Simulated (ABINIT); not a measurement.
## Ge: band structure with LDA-PZ

**Measured values to compare with.**

From “Temperature-dependent photoluminescence in Ge: experiment and theory”, 2020, arxiv:2003.00143, for a bulk crystal of Ge at 0 K: band gap 0.744 eV (indirect).

The system is Ge.

```xyz
2
Lattice="0.0000 2.8289 2.8289 2.8289 0.0000 2.8289 2.8289 2.8289 0.0000" Properties=species:S:1:pos:R:3 pbc="T T T"
Ge    4.2434    4.2434    4.2434
Ge    2.8289    2.8289    2.8289
```

```json
{
 "Program": "ABINIT 10.8.3 (patched build)",
 "Task": "band structure",
 "Functional": "LDA-PZ",
 "Potentials or basis": "PseudoDojo NC SR LDA v0.4.1 standard",
 "Cutoff": "1061 eV",
 "k mesh": "8 × 8 × 8",
 "Occupations": "fermi-dirac, width 0.05 eV",
 "Spin": "no spin polarisation"
}
```

The pressure is -1.3 GPa and the band gap on the k mesh is none (metal or under the smearing width). The valence electrons inside the program's atomic spheres are Ge 11.58 (radii [1.0584] Å).

Levels at the corners of the path, in eV from the Fermi level:
```
point  band 10  band 11  band 12  band 13  band 14  band 15  band 16  band 17  band 18  band 19
    Γ   -24.65   -12.79    -0.16     0.02     0.02     0.02     2.56     2.56     2.56     6.23
    X   -24.61    -8.92    -8.92    -3.05    -3.05     0.69     0.69     9.43     9.43    11.45
    W   -24.60    -8.82    -8.82    -3.89    -3.89     4.27     4.27     4.68     4.68    10.95
    K   -24.60    -9.39    -8.33    -4.32    -2.61     1.10     4.04     7.13     7.35     8.11
    Γ   -24.65   -12.79    -0.16     0.02     0.02     0.02     2.56     2.56     2.56     6.23
    L   -24.62   -10.71    -7.62    -1.38    -1.38     0.07     3.74     3.74     7.01    10.42
    U   -24.60    -9.39    -8.33    -4.32    -2.61     1.10     4.04     7.13     7.35     8.11
    W   -24.60    -8.82    -8.82    -3.89    -3.89     4.27     4.27     4.68     4.68    10.95
    L   -24.62   -10.71    -7.62    -1.38    -1.38     0.07     3.74     3.74     7.01    10.42
    K   -24.60    -9.39    -8.33    -4.32    -2.61     1.10     4.04     7.13     7.35     8.11
```

Run time: 2.7 min on 1 thread of Intel(R) Xeon(R) Platinum 8488C (Sapphire Rapids), with other jobs on the host, peak memory 0.17 GiB.

A measured gap of Ge is 0.744 eV (indirect; 0 K; “Temperature-dependent photoluminescence in Ge: experiment and theory”, 2020, arxiv:2003.00143); the calculated 0.00 eV misses it by -0.74 eV. 3 values of this kind are on record (0.666 to 0.807 eV); this one was drawn at random among those near their median. Spin-orbit coupling on Ge is left out. The value is that of LDA-PZ on a finite k mesh, which can miss the band edges, without temperature or zero-point motion. Semilocal functionals fall short of measured gaps as a rule.

Caveat: this crystal is a semiconductor, whose small gap the functional closes, so the metal is an error of the method.
